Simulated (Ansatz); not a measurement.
# SiGe4: the cost of one run

Computed with Ansatz 0.2.0 (DFT PBE, scalar-relativistic, plane waves, PAW, unless a step's input says otherwise).

1 further run of the same task is left out (it didn't finish).

## Step 1: The system as given

Symmetry: I4/mmm, No. 139, tetragonal system. Conventional cell: a = 7.384 Å, b = 7.384 Å, c = 3.512 Å, α = 90.00°, β = 90.00°, γ = 90.00°. Si (site symmetry 4/mmm) is surrounded by 8 Ge at 2.67 Å. Ge (site symmetry m2m) has 2 Si at 2.67 Å and 6 Ge at 2.85 to 2.95 Å as nearest neighbours.

As a file:

```xyz
5
Lattice="-3.6919 3.6919 1.7561 3.6919 -3.6919 1.7561 3.6919 3.6919 -1.7561" Properties=species:S:1:pos:R:3 pbc="T T T"
Si    0.0000    0.0000    0.0000
Ge    0.0000    2.0117    1.7561
Ge    1.6802    3.6920    0.0000
Ge    2.0117    0.0000    1.7561
Ge    3.6919    1.6802    0.0000
```

The cell was relaxed beforehand at this level, from a generated guess; it needn't be the stable form of this composition. At a tolerance of 0.05 Å it has space group I4/mmm (No. 139); it has 19.15 Å³/atom, an uncorrected energy of +0.34 eV/atom over the elements.

## Step 2: Electronic structure at the relaxed geometry

Contents of input.yaml:

```yaml
crystal:
  lattice:
    - [-3.6919403035, 3.6919403035, 1.7560838445]
    - [3.6919403035, -3.6919403035, 1.7560838445]
    - [3.6919403035, 3.6919403035, -1.7560838445]
  atoms:
    - { symbol: Si, position: [0.0, 0.0, 0.0] }
    - { symbol: Ge, position: [0.7724480496, 0.5000052801, 0.2724533297] }
    - { symbol: Ge, position: [0.5000052801, 0.2275519504, 0.7275572305] }
    - { symbol: Ge, position: [0.4999947199, 0.7724480496, 0.2724427695] }
    - { symbol: Ge, position: [0.2275519504, 0.4999947199, 0.7275466703] }
basis:
  ecutwfc: 420
kpoints:
  mp_grid: { grid: [10, 10, 10] }
  band_path:
    path:
      - [[0.0, 0.0, 0.0], [0.0, 0.0, 0.5], [-0.5, 0.5, 0.5], [0.0, 0.0, 0.0], [0.30656153, 0.30656153, -0.30656153]]
      - [[-0.30656153, 0.69343847, 0.30656153], [-0.5, 0.5, 0.5]]
      - [[0.0, 0.0, 0.5], [0.25, 0.25, 0.25], [0.0, 0.5, 0.0], [0.0, 0.0, 0.0]]
    npoints: 14
hamiltonian:
  xc: pbe
scf:
  occupations: { method: gaussian, width: 0.1 }
  n_extra_bands: 12
output:
  forces: true
  stress: true
  eigenvalues: true
  populations: true
  dos: { projected: true, de: 0.02, nscf_kmesh: { grid: [12, 12, 12] } }
  bader: true
  write_density: true
  write_potential: true
  elf: true
  volumetric_format: npy
```

Launch:

```console
ansatz run input.yaml --threads 1 --pin off --max-ram 2560MiB --backend cpu --events-out ev --progress --plain --runs-dir out
```

What time and memory should one allow on 1 thread of Intel Xeon at 2.70GHz, shared host?

About 96 s, with a peak of 0.7 GiB.
